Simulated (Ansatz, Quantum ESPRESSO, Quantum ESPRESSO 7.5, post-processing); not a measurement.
# 3 layers of Li in Ca(100), on the host's sites: ballistic transmission

Aim: the zero-bias transmission with pwcond for this junction: 3 layers of Li in Ca(100), on the host's sites.

Calculated with Quantum ESPRESSO 7.5; plane-wave DFT, LDA, GBRV ultrasoft pseudopotentials (cross-check by Ansatz 0.2.0 with PAW datasets).

Most raw output is cut from this account.

## (1) The structure

The cell holds 16 atoms: 13 Ca and 3 Li. Cell: a = 3.903 Å, b = 3.903 Å, c = 39.888 Å, α = 90.0°, β = 90.0°, γ = 90.0°. It derives from Ca. Regions: left lead, 6 atoms (6 Ca); channel, 4 atoms (3 Li and 1 Ca); right lead, 6 atoms (6 Ca). The structure is stacked along c, and the current runs across the ab planes.

Coordinates:

```cif
data_structure
_symmetry_space_group_name_H-M 'P 1'
_symmetry_Int_Tables_number 1
_cell_length_a 3.9032
_cell_length_b 3.9032
_cell_length_c 39.8879
_cell_angle_alpha 90.000
_cell_angle_beta 90.000
_cell_angle_gamma 90.000
_cell_volume 607.70
loop_
_atom_site_label
_atom_site_type_symbol
_atom_site_fract_x
_atom_site_fract_y
_atom_site_fract_z
_atom_site_occupancy
Ca1 Ca 0.00000 0.00000 0.00000 1
Ca2 Ca 0.50000 0.50000 0.06919 1
Ca3 Ca 0.00000 0.00000 0.13839 1
Ca4 Ca 0.50000 0.50000 0.20758 1
Ca5 Ca 0.00000 0.00000 0.27678 1
Ca6 Ca 0.50000 0.50000 0.34597 1
Li7 Li 0.00000 0.00000 0.39731 1
Li8 Li 0.50000 0.50000 0.43081 1
Li9 Li 0.00000 0.00000 0.46430 1
Ca10 Ca 0.50000 0.50000 0.51564 1
Ca11 Ca 0.00000 0.00000 0.58484 1
Ca12 Ca 0.50000 0.50000 0.65403 1
Ca13 Ca 0.00000 0.00000 0.72322 1
Ca14 Ca 0.50000 0.50000 0.79242 1
Ca15 Ca 0.00000 0.00000 0.86161 1
Ca16 Ca 0.50000 0.50000 0.93081 1
```

## (2) Self-consistent run

One periodic cell holds a stretch of lead, the junction and more lead; the atoms stay as built.

Contents of scf.in:

```
&control
  prefix = 'scf'
  outdir = './out'
  pseudo_dir = './pseudo'
  calculation = 'scf'
  tprnfor = .true.
/
&system
  ibrav = 0
  nat = 16
  ntyp = 2
  ecutwfc = 40
  ecutrho = 200
  occupations = 'smearing'
  smearing = 'mv'
  degauss = 0.01
/
&electrons
  conv_thr = 1e-07
  mixing_beta = 0.25
  electron_maxstep = 120
  mixing_mode = 'local-TF'
/
ATOMIC_SPECIES
  Ca  40.0780  ca_lda_v1.uspp.F.UPF
  Li  6.9400  li_lda_v1.4.uspp.F.UPF
CELL_PARAMETERS angstrom
  3.90322943214974 0.00000000000000 0.00000000000000
  0.00000000000000 3.90322943214974 0.00000000000000
  0.00000000000000 0.00000000000000 39.88791430371771
ATOMIC_POSITIONS crystal
  Ca  0.000000000000 0.000000000000 0.000000000000
  Ca  0.500000000000 0.500000000000 0.069193891137
  Ca  0.000000000000 0.000000000000 0.138387782273
  Ca  0.500000000000 0.500000000000 0.207581673410
  Ca  0.000000000000 0.000000000000 0.276775564547
  Ca  0.500000000000 0.500000000000 0.345969455683
  Li  0.000000000000 0.000000000000 0.397312970456
  Li  0.500000000000 0.500000000000 0.430806108863
  Li  0.000000000000 0.000000000000 0.464299247271
  Ca  0.500000000000 0.500000000000 0.515642762043
  Ca  0.000000000000 0.000000000000 0.584836653180
  Ca  0.500000000000 0.500000000000 0.654030544317
  Ca  0.000000000000 0.000000000000 0.723224435453
  Ca  0.500000000000 0.500000000000 0.792418326590
  Ca  0.000000000000 0.000000000000 0.861612217727
  Ca  0.500000000000 0.500000000000 0.930806108863
K_POINTS automatic
  6 6 1 0 0 0
```

Command:

```sh
$ OMP_NUM_THREADS=1 mpirun -n 4 pw.x -nk 2 -in scf.in > scf.out
```

The job ended after 5.9 min (4 MPI ranks of Arm Neoverse V2, shared host; peak memory 1.4 GiB; 23 min of CPU time).

Read from the output:

| Property | Result |
| --- | --- |
| free energy | -13832.1571 eV |
| Fermi energy | 4.431 eV |

The program's own clock; routines nest. Time by routine:

```tsv
routine	wall time (s)	calls
PWSCF	351.1	1
electrons	344.3	1
c_bands	292.2	38
cegterg	273.6	190
h_psi	161.7	980
fftw	107.1	97670
vloc_psi	98.17	980
calbec	44.27	1190
sum_band	40.11	38
h_psi:calbec	31.23	980
add_vuspsi	30.72	980
s_psi	30.71	980
newd	7.34	39
cdiaghg	6.7	975
```

The run needed 38 iterations to bring the estimated error under 1e-07 Ry; the largest force on any atom, held or free, is 0.19 eV/Å.

## (3) Transmission with pwcond.x

prefixt takes both regions from one run: the lead from 0 to bdl, the scattering region from bdl to bds (units of alat). ikind = 1 puts the same lead on both sides. The program's T_tot counts both spins in a run without spin; the tables below give T per spin.

Contents of cond.in:

```
&inputcond
  outdir = './out'
  prefixt = 'scf'
  tran_file = 'cond.dat'
  bdl = 1.4142135624
  bds = 10.2192082206
  ikind = 1
  ewind = 4.0
  epsproj = 1e-05
  nz1 = 7
  energy0 = 0.4
  denergy = -0.4
/
28
  0.00000000 0.00000000 0.00694444
  0.00000000 0.08333333 0.02777778
  0.00000000 0.16666667 0.02777778
  0.00000000 0.25000000 0.02777778
  0.00000000 0.33333333 0.02777778
  0.00000000 0.41666667 0.02777778
  0.00000000 0.50000000 0.01388889
  0.08333333 0.08333333 0.02777778
  0.08333333 0.16666667 0.05555556
  0.08333333 0.25000000 0.05555556
  0.08333333 0.33333333 0.05555556
  0.08333333 0.41666667 0.05555556
  0.08333333 0.50000000 0.02777778
  0.16666667 0.16666667 0.02777778
  0.16666667 0.25000000 0.05555556
  0.16666667 0.33333333 0.05555556
  0.16666667 0.41666667 0.05555556
  0.16666667 0.50000000 0.02777778
  0.25000000 0.25000000 0.02777778
  0.25000000 0.33333333 0.05555556
  0.25000000 0.41666667 0.05555556
  0.25000000 0.50000000 0.02777778
  0.33333333 0.33333333 0.02777778
  0.33333333 0.41666667 0.05555556
  0.33333333 0.50000000 0.02777778
  0.41666667 0.41666667 0.02777778
  0.41666667 0.50000000 0.02777778
  0.50000000 0.50000000 0.00694444
3
```

Command:

```sh
$ OMP_NUM_THREADS=1 mpirun -n 4 pwcond.x -in cond.in > cond.out
```

The job ended after 3.6 min (4 MPI ranks; peak memory 0.52 GiB).

Read from the output:

- lead channels at the Fermi level, one spin: 1.431
- transmission at the Fermi level, one spin: 0.9157
- conductance: 0.9157 G₀

Per spin; mean over the k mesh across the current. Table of open channels, zone mean by energy, zero at the Fermi level:

```tsv
energy (eV)	open channels, zone mean
-0.400	0.903
0.000	1.43
0.400	1.33
```

Per spin; mean over the k mesh across the current. Transmission, zone mean against energy, zero at the Fermi level:

```tsv
energy (eV)	transmission, zone mean
-0.400	0.706
0.000	0.916
0.400	0.964
```

At 0.000 eV; k in fractions of b1, b2. Transmission by k point:

```tsv
k1	k2	weight	t	channels
0	0	0.006944	0	0
0	0.08333	0.02778	0	0
0	0.1667	0.02778	0	0
0	0.25	0.02778	0.01668	1
0	0.3333	0.02778	1.629	2
0	0.4167	0.02778	1.356	2
0	0.5	0.01389	1.338	2
0.08333	0.08333	0.02778	0	0
0.08333	0.1667	0.05556	0	0
0.08333	0.25	0.05556	0.4079	1
0.08333	0.3333	0.05556	1.66	2
0.08333	0.4167	0.05556	1.366	2
0.08333	0.5	0.02778	1.359	2
0.1667	0.1667	0.02778	0	0
0.1667	0.25	0.05556	0.8541	1
0.1667	0.3333	0.05556	1.403	2
0.1667	0.4167	0.05556	1.403	2
0.1667	0.5	0.02778	1.405	2
0.25	0.25	0.02778	0.9931	1
0.25	0.3333	0.05556	0.9935	1
0.25	0.4167	0.05556	1.494	2
0.25	0.5	0.02778	1.413	2
0.3333	0.3333	0.02778	0.974	2
0.3333	0.4167	0.05556	0.8247	2
0.3333	0.5	0.02778	1.147	2
0.4167	0.4167	0.02778	0.7233	2
0.4167	0.5	0.02778	0.4651	2
0.5	0.5	0.006944	0.003128	2
```

The program's own clock; routines nest. Time by routine:

```tsv
routine	wall time (s)	calls
PWCOND	215.1	1
scatter_forw	171.8	168
local	26.76	28
compbs	12.43	84
compbs_2	10.49	84
init	0.59	1
poten	0.07	1
```

At no point does T exceed the number of channels.

## (4) The open system, with epsproj = 0.01

How much does a setting matter? One run is repeated with a change.

cond.w.in, as its differences from the input of step 3:

```diff
@@ -3,3 +3,3 @@
   prefixt = 'scf'
-  tran_file = 'cond.dat'
+  tran_file = 'cond.w.dat'
   bdl = 1.4142135624
@@ -8,3 +8,3 @@
   ewind = 4.0
-  epsproj = 1e-05
+  epsproj = 0.01
   nz1 = 7
```

Command:

```sh
$ OMP_NUM_THREADS=1 mpirun -n 4 pwcond.x -in cond.w.in > cond.w.out
```

It took 98 s on 4 MPI ranks; peak memory 0.26 GiB; 6.5 min of CPU time.

The changed values were drawn from a wide range, not chosen for quality; the comparison shows what they did here together.

Beside the run it was changed from:

```tsv
quantity	this run	unchanged run	difference
transmission at the Fermi level, one spin	0.9450	0.9157	0.029
lead channels at the Fermi level, one spin	1.431	1.431	0
wall time (s)	98	216
```

Over all energies T moves by up to 0.032, at 0.4 eV.

The physical values in this table move by up to 3.2 %.

## (5) Cross-check with Ansatz

A second code with its own PAW datasets, on the same atoms.

Level of this step: plane-wave DFT, LDA, Ansatz PAW (Ansatz 0.2.0).

Contents of input.yaml:

```yaml
crystal:
  lattice:
    - [3.9032294321, 0.0, 0.0]
    - [0.0, 3.9032294321, 0.0]
    - [0.0, 0.0, 39.8879143037]
  atoms:
    - { symbol: Ca, position: [0.0, 0.0, 0.0] }
    - { symbol: Ca, position: [0.5, 0.5, 0.0691938911] }
    - { symbol: Ca, position: [0.0, 0.0, 0.1383877823] }
    - { symbol: Ca, position: [0.5, 0.5, 0.2075816734] }
    - { symbol: Ca, position: [0.0, 0.0, 0.2767755645] }
    - { symbol: Ca, position: [0.5, 0.5, 0.3459694557] }
    - { symbol: Li, position: [0.0, 0.0, 0.3973129705] }
    - { symbol: Li, position: [0.5, 0.5, 0.4308061089] }
    - { symbol: Li, position: [0.0, 0.0, 0.4642992473] }
    - { symbol: Ca, position: [0.5, 0.5, 0.515642762] }
    - { symbol: Ca, position: [0.0, 0.0, 0.5848366532] }
    - { symbol: Ca, position: [0.5, 0.5, 0.6540305443] }
    - { symbol: Ca, position: [0.0, 0.0, 0.7232244355] }
    - { symbol: Ca, position: [0.5, 0.5, 0.7924183266] }
    - { symbol: Ca, position: [0.0, 0.0, 0.8616122177] }
    - { symbol: Ca, position: [0.5, 0.5, 0.9308061089] }
kpoints:
  mp_grid: { grid: [6, 6, 1] }
hamiltonian:
  xc: lda
scf:
  occupations: { method: fermi_dirac, width: 0.1 }
  convergence: { dr2_threshold: 1.0e-08 }
output:
  transmission: { leads: [[0, 2]], e_range: [-0.4, 0.4], de: 0.4, kmesh: [12, 12] }
  write_potential: true
  write_density: true
  volumetric_format: npy
  elf: true
```

Command:

```sh
$ ansatz run input.yaml --threads 4 --pin off --max-ram 8192MiB --backend cpu --events-out ev --progress --plain --runs-dir out
```

Wall time 57 s (4 threads); peak memory 1.3 GiB.

Numbers from this step:

| Property | Result |
| --- | --- |
| free energy | -23648.5910 eV |
| energy at zero smearing | -23648.2637 eV |
| smearing term TS | 0.6545 eV |
| Fermi energy | 4.378 eV |
| symmetry operations | 16 |
| transmission at the Fermi level, one spin | 0.9285 |
| step of the lead's Hamiltonian over a period | 1.1 meV |

Per spin; mean over the k mesh across the current. Transmission, zone mean against energy, zero at the Fermi level:

```tsv
energy (eV)	transmission, zone mean
-0.400	0.726
0.000	0.929
0.400	0.999
```

Per spin; mean over the k mesh across the current. Open channels, zone mean against energy, zero at the Fermi level:

```tsv
energy (eV)	open channels, zone mean
-0.400	0.903
0.000	1.43
0.400	1.33
```

Electrostatic potential energy in the ca plane at fractional y = 0.000, with atoms of Ca and Li within 0.2 Å of it. With pseudopotentials it is smooth inside the atoms' cores, unlike the true potential.

Ten even steps from '0' (-31 eV) to '9' (8 eV), each cell a mean:
```
89999999850000589999998621488873126999999985
89999999874114789999999876789987678999999987
99999999987777899999999999999999999999999998
99999999999889999999999999999999999999999999
99999999999999999999999999999999999999999999
99999999999999999999999999999999999999999999
99999999998888999999999999999999999999999999
99999999986446899999999988899998889999999988
89999999862001689999999743589985347999999986
89999999840000489999998510278872016899999984
```
Columns run along c (16.0 Å, from fractional 0.17 to 0.57 of the cell; values clipped at the 3rd and 97th percentile), rows up along a (3.9 Å). Atoms in or near the plane, at fractional coordinates: Ca at (0.28, 0.00), Li at (0.40, 0.00), Li at (0.46, 0.00).

ELF in the ca plane at fractional y = 0.000, with atoms of Ca and Li within 0.2 Å of it. It is the smooth field of the valence electrons, not physical close to the nuclei.

Ten even steps from '0' (0.32 × 1e-1) to '9' (9.85 × 1e-1), each cell a mean:
```
02566652048888402566651079402204970156665205
03566653015886103566663000014410000366665201
24555554100220014555555311256642113555555410
45444455421001244444455555667666555554444442
55433345543223455433345666677776666543334554
45433445432112345433345666667766666543334543
34544554310000124544555544566664445554445420
14555553103553003556654100035520001456655300
03566652037887302566651035103301530256665203
02566652058888501566650199602106991156665106
```
Columns run along c (16.0 Å, from fractional 0.17 to 0.57 of the cell), rows up along a (3.9 Å). Atoms in or near the plane, at fractional coordinates: Ca at (0.28, 0.00), Li at (0.40, 0.00), Li at (0.46, 0.00).

Ansatz finds T = 0.929 against pwcond's 0.916.

## (6) All levels side by side

All levels:

```tsv
step	T at the Fermi level (per spin)	conductance (G0)	r.m.s. T(E) from the first	CPU time of the step (s)	peak memory (GiB)
Ansatz	0.9285	-	0	193.8	1.338
pwcond	0.9157	0.9157	0.02452	862.5	0.52
pwcond, changed setting	0.945	0.945	0.0144	390.2	0.26
```

Per spin; mean over the k mesh across the current. Transmission, zone mean against energy, zero at the Fermi level:

```tsv
energy (eV)	Ansatz	pwcond	pwcond, changed setting
-0.400	0.726	0.706	0.707
0.000	0.929	0.916	0.945
0.400	0.999	0.964	0.996
```

## (7) Worked from the printed numbers

The Landauer sum over the mesh, Σ w T = 0.0556 × 1.66 + 0.0556 × 1.49 + 0.0556 × 1.4 + … = 0.9157.

G = 0.916 × 77.48 µS = 71 µS a cell. Times the area of 15.235 Å², the resistance-area product is A/G = 2.15 fΩ m², the leads' contact resistance included.

## (8) Results

| Property | Result |
| --- | --- |
| conductance from T at the Fermi level, a cell (G₀ = 2e²/h) | 0.916 G₀ |
| conductance per area | 466 S/μm² |
| lead channels per spin | 1.43 |
| the same conductance by Ansatz | 0.929 G₀ |

The junction conducts 0.916 G₀ a cell at the Fermi level (LDA, GBRV ultrasoft). At the Fermi level the junction passes 64 % of what the leads offer. At the Fermi level pwcond and Ansatz differ by 1.4 %, a close match. The mean rests on 28 distinct points, the heaviest weighing 0.06, and the mesh was not tested, so even the second digit is unsure. Over -0.4 to 0.4 eV, T lies between 0.71 and 0.96 per spin. The geometry is as built, not relaxed, and the leads are short.

[Logs are printed without paths, hosts, clocks, repeated set-up lines and the standing remarks that a program may print on its own settings, such as how far it seeks lower states.]

[Hosts, paths, dates, database ids (printed as entryN), source tags and the programs' standing remarks are cut or masked in the printed files.]

[Maps of the electrostatic potential energy from Ansatz leave out the sawtooth potential of an applied field or a dipole correction, so their vacuum need not be flat; planar profiles and work functions include it.]
